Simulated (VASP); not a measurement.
Input of a VASP 6.6.1 run:

Contents of INCAR:

```
SYSTEM = Mo
  PREC = Accurate
  ENCUT = 520
  EDIFF = 1E-7
  ISMEAR = 0
  SIGMA = 0.3
  LREAL = .False.
  LASPH = .True.
  NELM = 80
  ALGO = Normal
  ISIF = 3
  LWAVE = .False.
  LCHARG = .False.
  GGA = PE
  IBRION = 2
  NSW = 80
  EDIFFG = -0.002
  PSTRESS = 220.0
```

Contents of KPOINTS:

```
Automatic mesh
0
Gamma
  18 18 18
  0 0 0
```

The input POSCAR:

```
Mo                                      
1.0
   -1.5436933071      1.5436933071      1.5436933071
    1.5436933071     -1.5436933071      1.5436933071
    1.5436933071      1.5436933071     -1.5436933071
  Mo            
     1
Direct
     0.0000000000000000    0.0000000000000000    0.0000000000000000
```

Potentials or basis: VASP PAW PBE potentials, release 64 (Mo_sv).

Launch:

```sh
$ cat potpaw_PBE.64/Mo_sv/POTCAR > POTCAR
$ mpirun -np 1 vasp_std > vasp.out
```

Question: Estimate the relaxed cell.

Answer: a = 2.674 Å, b = 2.674 Å, c = 2.674 Å, α = 109.47°, β = 109.47°, γ = 109.47°.

Question: Estimate the space group after relaxing (to 0.05 Å).

Answer: Im-3m (No. 229).

Final structure:
```
Mo
1.0
    -1.54375    1.54375    1.54375
     1.54375   -1.54375    1.54375
     1.54375    1.54375   -1.54375
Mo
1
Cartesian
  0.0000 0.0000 0.0000
```
